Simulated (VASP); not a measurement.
# CdSe (Cadmoselite) (P6_3mc) in VASP: further runs, part 2 of 2

VASP 6.6.1.

## 3. Relaxation of cell and atoms, PBEsol

This run uses another cell than the first one, of 28.29 Å³/atom, 1.007 times its volume.

Input file INCAR:

```
SYSTEM = CdSe
PREC = Accurate ; ENCUT = 600
EDIFF = 1E-7 ; ISMEAR = 0
SIGMA = 0.03 ; LREAL = .False.
LASPH = .True. ; NELM = 80
ALGO = Normal ; ISIF = 3
LWAVE = .False. ; LCHARG = .False.
GGA = PS ; IBRION = 2
NSW = 90 ; EDIFFG = -0.005
```

Input file KPOINTS:

```
Automatic mesh
0
Gamma
  9 9 4
  0 0 0
```

Input file POSCAR:

```
CdSe                                    
1.0
    4.3096852298      0.0000000000      0.0000000000
   -2.1548426149      3.7322968914     -0.0000000000
   -0.0000000000      0.0000000000      7.0351851862
  Cd              Se            
     2     2
Direct
     0.3333333332999970    0.6666666667000030    0.0046653506291072
     0.6666666667000030    0.3333333332999970    0.5046653506291072
     0.3333333332999970    0.6666666667000030    0.3803346493708908
     0.6666666667000030    0.3333333332999970    0.8803346493708908
```

Potentials or basis: VASP PAW PBE potentials, release 64 (Cd, Se).

The run is started by

```console
$ cat potpaw_PBE.64/Cd/POTCAR potpaw_PBE.64/Se/POTCAR > POTCAR
$ mpirun -np 1 vasp_std > vasp.out
```

OUTCAR:

```text
SYSTEM = CdSe
   PREC = Accurate
   ENCUT = 600
   EDIFF = 1E-7
   ISMEAR = 0
   LREAL = .False.
   LASPH = .True.
   NELM = 80
   ISIF = 3
   GGA = PS
   IBRION = 2
   NSW = 90
   EDIFFG = -0.005

 ion  position               nearest neighbor table
   1  0.333  0.667  0.005-   4 2.64   4 2.64   4 2.64   3 2.64
   2  0.667  0.333  0.505-   3 2.64   3 2.64   3 2.64   4 2.64
   3  0.333  0.667  0.380-   2 2.64   2 2.64   2 2.64   1 2.64
   4  0.667  0.333  0.880-   1 2.64   1 2.64   1 2.64   2 2.64

  LATTYP: Found a hexagonal cell.
 ALAT       =     4.3096852298
 C/A-ratio  =     1.6324127659

  Lattice vectors:

 A1 = (   4.3096852298,   0.0000000000,   0.0000000000)
 A2 = (  -2.1548426149,   3.7322968914,   0.0000000000)
 A3 = (   0.0000000000,   0.0000000000,   7.0351851862)

Analysis of symmetry for initial positions (statically):
=====================================================================
 Subroutine PRICEL returns:
 Original cell was already a primitive cell.

 Routine SETGRP: Setting up the symmetry group for a
 hexagonal supercell.

 Subroutine GETGRP returns: Found 12 space group operations
 (whereof  6 operations were pure point group operations)
 out of a pool of 24 trial point group operations.

The static configuration has the point symmetry C_3v.
 The point group associated with its full space group is C_6v.

Analysis of symmetry for dynamics (positions and initial velocities):
=====================================================================
 Subroutine PRICEL returns:
 Original cell was already a primitive cell.

 Routine SETGRP: Setting up the symmetry group for a
 hexagonal supercell.

 Subroutine GETGRP returns: Found 12 space group operations
 (whereof  6 operations were pure point group operations)
 out of a pool of 24 trial point group operations.

The dynamic configuration has the point symmetry C_3v.
 The point group associated with its full space group is C_6v.

 Subroutine INISYM returns: Found 12 space group operations
[... 123 lines left out ...]
  Fermi-wavevector in a.u.,A,eV,Ry     =   1.117575  2.111910 16.993313  1.248973
  Thomas-Fermi vector in A             =   2.254199
   LORBIT       =      0    0 simple, 1 ext, 2 COOP (PROOUT), +10 PAW based schemes
   GGA     = PS    functional components
   LHFCALC =     F    Hartree Fock is set to
   AEXX    =    0.0000 exact exchange contribution
   IVDW    =     0    specifies the selected vdW correction
   LEPSILON=     F    determine dielectric tensor
   LRPA    =     F    only Hartree local field effects (RPA)
 conjugate gradient relaxation of ions
 non-spin polarized calculation
 Gauss-broadening in eV      SIGMA  =   0.03
  energy-cutoff  :      600.00
  volume of cell :      113.16
 maximum number of plane-waves:      3801
 NGX is ok and might be reduce to    36
   NGX = 17   NGY = 17   NGZ = 29

 number of electron      35.9999999 magnetization

 Free energy of the ion-electron system (eV)
  ---------------------------------------------------
  ext. energy  EPLUGINS =         0.00000000
  ---------------------------------------------------
  free energy    TOTEN  =       -12.35228190 eV

  energy without entropy =      -12.35228190  energy(sigma->0) =      -12.35228190

 E-fermi :   0.9111     XC(G=0):  -9.0652

 val. band max:        0.7717562871   @ k =   0.0000   0.0000   0.0000
 cond. band min:       1.2999325436   @ k =   0.0000   0.0000   0.0000
 fundamental gap:      0.5281762565
 Fermi energy:         0.9110847762

 k-point     1 :       0.0000    0.0000    0.0000
  band No.  band energies     occupation
      1     -11.8277      2.00000
      2     -11.4478      2.00000
      3      -7.1169      2.00000
      4      -7.1101      2.00000
      5      -7.1101      2.00000
      6      -7.0426      2.00000
[... 589 lines left out ...]
     21       5.3504      0.00000
     22       7.1063      0.00000

 [... further k-points ...]

------------------------ aborting loop because EDIFF is reached ----------------------------------------

  FORCE on cell =-STRESS in cart. coord.  units (eV):
  Direction    XX          YY          ZZ          XY          YZ          ZX
  --------------------------------------------------------------------------------------
  -------------------------------------------------------------------------------------
  Total        0.0013974      0.0013974     -0.0011807      0.0000000      0.0000000      0.0000000
  in kB        0.0197844      0.0197844     -0.0167166      0.0000000      0.0000000      0.0000000
  external PRESSURE =       0.0076174 kB  Pullay stress =       0.0000000 kB

 VOLUME and BASIS-vectors are now :
 -----------------------------------------------------------------------------
  energy-cutoff  :      600.00
  volume of cell :      113.16
      direct lattice vectors                 reciprocal lattice vectors
     4.309685230  0.000000000  0.000000000     0.232035508  0.133965763  0.000000000
    -2.154842615  3.732296891  0.000000000     0.000000000  0.267931526  0.000000000
     0.000000000  0.000000000  7.035185186     0.000000000  0.000000000  0.142142669

 POSITION                                       TOTAL-FORCE (eV/Angst)
 -----------------------------------------------------------------------------------
     -0.00000      2.48820      0.03282         0.000000      0.000000      0.000542
      2.15484      1.24410      3.55041        -0.000000     -0.000000      0.000542
     -0.00000      2.48820      2.67572        -0.000000      0.000000     -0.000542
      2.15484      1.24410      6.19332         0.000000     -0.000000     -0.000542
 -----------------------------------------------------------------------------------
    total drift:                               -0.000000      0.000000     -0.000535

  FREE ENERGIE OF THE ION-ELECTRON SYSTEM (eV)
  ---------------------------------------------------
  free  energy   TOTEN  =       -12.3522819018 eV

  energy  without entropy=      -12.3522819018  energy(sigma->0) =      -12.35228190

 reached required accuracy - stopping structural energy minimisation
```

CONTCAR:

```text
CdSe
   1.00000000000000
     4.3096852298000004    0.0000000000000000    0.0000000000000000
    -2.1548426149000002    3.7322968913999999    0.0000000000000000
     0.0000000000000000    0.0000000000000000    7.0351851861999997
  Cd              Se
     2     2
Direct
     0.3333333332999970    0.6666666667000030    0.0046653506291037
     0.6666666667000030    0.3333333332999970    0.5046653506291108
     0.3333333332999970    0.6666666667000030    0.3803346493708943
     0.6666666667000030    0.3333333332999970    0.8803346493708943

  0.00000000E+00  0.00000000E+00  0.00000000E+00
  0.00000000E+00  0.00000000E+00  0.00000000E+00
  0.00000000E+00  0.00000000E+00  0.00000000E+00
  0.00000000E+00  0.00000000E+00  0.00000000E+00
```

It took 43 s on 1 thread of Intel Xeon 6975P-C (Granite Rapids), shared host; peak memory 0.31 GiB.

Results:

| Quantity | Value |
| --- | --- |
| Free energy | -12.3523 eV |
| Pressure after relaxing | 0.0 GPa |
| Band gap on the k mesh | 0.53 eV, direct |

Final structure:
```xyz
4
Lattice="4.3097 0.0000 0.0000 -2.1548 3.7323 0.0000 0.0000 0.0000 7.0352" Properties=species:S:1:pos:R:3 pbc="T T T"
Cd    0.0000    2.4882    0.0328
Cd    2.1548    1.2441    3.5504
Se    0.0000    2.4882    2.6757
Se    2.1548    1.2441    6.1933
```

Levels at points of the mesh, in eV from the valence-band top:
```tsv
k point	band 15	band 16	band 17	band 18	band 19	band 20	band 21	band 22
(0.00, 0.00, 0.00)	-0.77	-0.05	0.00	0.00	0.53	2.09	5.78	5.78
(0.00, 0.00, 0.50)	-0.40	-0.40	-0.40	-0.40	2.27	2.27	5.74	5.74
```

Caveat: the relaxation stopped at its first step, so nothing moved; the PAW data sets were made with another functional, which shifts forces and pressure a little.

## 4. Relaxation of cell and atoms, PBE+D3(BJ)

Input file INCAR:

```
SYSTEM = CdSe
ALGO     = Normal         ! electronic algorithm
EDIFF    = 1E-6           ! SCF threshold, eV
EDIFFG   = -0.01          ! ionic threshold
ENCUT    = 600            ! plane-wave cutoff, eV
GGA      = PE             ! functional
IBRION   = 2              ! ionic algorithm
ISIF     = 3              ! what is computed and relaxed
ISMEAR   = 0              ! smearing method
IVDW     = 12             ! dispersion correction
LASPH    = .TRUE.         ! aspherical terms in the spheres
LCHARG   = .FALSE.        ! write CHGCAR
LREAL    = .FALSE.        ! projectors in reciprocal space
LWAVE    = .FALSE.        ! write WAVECAR
NELM     = 80             ! most SCF steps
NSW      = 90             ! ionic steps
PREC     = Accurate       ! precision mode
SIGMA    = 0.03           ! smearing width, eV
```

Input file KPOINTS:

```
k-points
0
G
  9 9 4
  0 0 0
```

Input file POSCAR:

```
CdSe
1.0
    4.3000000000      0.0000000000      0.0000000000
   -2.1500000000      3.7239092363      0.0000000000
    0.0000000000      0.0000000000      7.0200000000
Cd Se
2 2
Direct
    0.3333333333      0.6666666667      0.0000000000
    0.6666666667      0.3333333333      0.5000000000
    0.3333333333      0.6666666667      0.3850000000
    0.6666666667      0.3333333333      0.8850000000
```

The run is started by

```console
$ cat potpaw_PBE.64/Cd/POTCAR potpaw_PBE.64/Se/POTCAR > POTCAR
$ mpirun -np 1 vasp_std > vasp.out
```

It took 2.9 min on 1 thread of Intel Xeon 6975P-C (Granite Rapids), shared host; peak memory 0.33 GiB.

The run converged. Its results:

| Item | Value |
| --- | --- |
| Free energy | -12.2099 eV |
| Relaxed volume | 28.69 Å³/atom |
| Relaxed cell | a = 4.327 Å, b = 4.327 Å, c = 7.077 Å, α = 90.00°, β = 90.00°, γ = 120.00° |
| Space group after relaxing (to 0.05 Å) | P6_3mc (No. 186) |
| Energy gained by relaxing | 7.2 meV/atom |
| Ionic steps | 7 |
| Pressure after relaxing | 0.0 GPa |
| Largest force after relaxing | 0.005 eV/Å |
| Band gap on the k mesh | 0.62 eV, direct |
| Dispersion energy per atom | -0.312 eV |

Forces in eV/Å, atoms in the order of the input:
```
Cd   0.000  0.000 -0.005
Cd   0.000  0.000 -0.005
Se   0.000  0.000  0.005
Se   0.000  0.000  0.005
```

The path:
```tsv
step	energy change (eV)	largest force (eV/Å)	pressure (GPa)	volume (Å³)
1	0.0000	0.2926	1.22	112.41
2	-0.0234	0.0454	-0.44	115.90
3	-0.0244	0.0862	-0.20	115.31
4	-0.0259	0.0464	-0.01	114.86
5	-0.0261	0.0196	0.13	114.57
6	-0.0274	0.0139	0.10	114.62
7	-0.0289	0.0047	0.03	114.77
```

Final structure:
```cif
data_structure
_symmetry_space_group_name_H-M 'P 1'
_symmetry_Int_Tables_number 1
_cell_length_a 4.3274
_cell_length_b 4.3274
_cell_length_c 7.0771
_cell_angle_alpha 90.000
_cell_angle_beta 90.000
_cell_angle_gamma 120.000
_cell_volume 114.77
loop_
_atom_site_label
_atom_site_type_symbol
_atom_site_fract_x
_atom_site_fract_y
_atom_site_fract_z
_atom_site_occupancy
Cd1 Cd 0.33333 0.66667 0.00500 1
Cd2 Cd 0.66667 0.33333 0.50500 1
Se1 Se 0.33333 0.66667 0.38000 1
Se2 Se 0.66667 0.33333 0.88000 1
```

Levels at points of the mesh, in eV from the valence-band top:
```
           k point  band 16  band 17  band 18  band 19  band 20  band 21
(0.00, 0.00, 0.00)    -0.06     0.00     0.00     0.62     2.20     5.86
(0.00, 0.00, 0.50)    -0.38    -0.38    -0.38     2.34     2.34     5.82
```

PBE gaps usually lie below the measured ones, often by a third to a half. Zero-point motion and thermal expansion aren't in these numbers.

## 5. Relaxation of cell and atoms, PBE+D3(BJ)

This run uses another cell than the first one, of 28.69 Å³/atom, 1.021 times its volume.

Changes to INCAR since step 4:

```diff
@@ -2,4 +2,4 @@
 ALGO     = Normal         ! electronic algorithm
-EDIFF    = 1E-6           ! SCF threshold, eV
-EDIFFG   = -0.01          ! ionic threshold
+EDIFF    = 1E-7           ! SCF threshold, eV
+EDIFFG   = -0.005         ! ionic threshold
 ENCUT    = 600            ! plane-wave cutoff, eV
```

KPOINTS is that of step 4.

Input file POSCAR:

```
CdSe                                    
1.0
    4.3273919423     -0.0000000000      0.0000000000
   -2.1636959711      3.7476313542      0.0000000000
    0.0000000000     -0.0000000000      7.0770570844
  Cd              Se            
     2     2
Direct
     0.3333333332999970    0.6666666667000030    0.0050042462507697
     0.6666666667000030    0.3333333332999970    0.5050042462507698
     0.3333333332999970    0.6666666667000030    0.3799957537492283
     0.6666666667000030    0.3333333332999970    0.8799957537492282
```

The run is started by

```console
$ cat potpaw_PBE.64/Cd/POTCAR potpaw_PBE.64/Se/POTCAR > POTCAR
$ mpirun -np 1 vasp_std > vasp.out
```

Run time: 71 s. Hardware: 1 thread of Intel Xeon 6975P-C (Granite Rapids), shared host; peak memory 0.34 GiB.

The run converged. Its results:

```yaml
Free_energy: -12.2106 eV
Relaxed_volume: 28.71 Å³/atom
Relaxed_cell: a = 4.328 Å, b = 4.328 Å, c = 7.079 Å, α = 90.00°, β = 90.00°, γ = 120.00°
Space_group_after_relaxing_to_0.05_Å: P6_3mc (No. 186)
Energy_gained_by_relaxing: 0.0 meV/atom
Ionic_steps: 2
Pressure_after_relaxing: 0.0 GPa
Band_gap_on_the_k_mesh: 0.62 eV, direct
Dispersion_energy_per_atom: -0.311 eV
```

Final structure:
```
CELL_PARAMETERS angstrom
4.32802 0.00000 0.00000
-2.16401 3.74818 0.00000
0.00000 0.00000 7.07904
ATOMIC_POSITIONS crystal
Cd 0.33333 0.66667 0.00498
Cd 0.66667 0.33333 0.50498
Se 0.33333 0.66667 0.38002
Se 0.66667 0.33333 0.88002
```

Levels at points of the mesh, in eV from the valence-band top:
```csv
k point,band 14,band 15,band 16,band 17,band 18,band 19,band 20,band 21,band 22
"(0.00, 0.00, 0.00)",-0.73,-0.73,-0.06,0.00,0.00,0.62,2.20,5.86,5.86
"(0.00, 0.00, 0.50)",-2.63,-0.38,-0.38,-0.38,-0.38,2.34,2.34,5.81,5.81
```
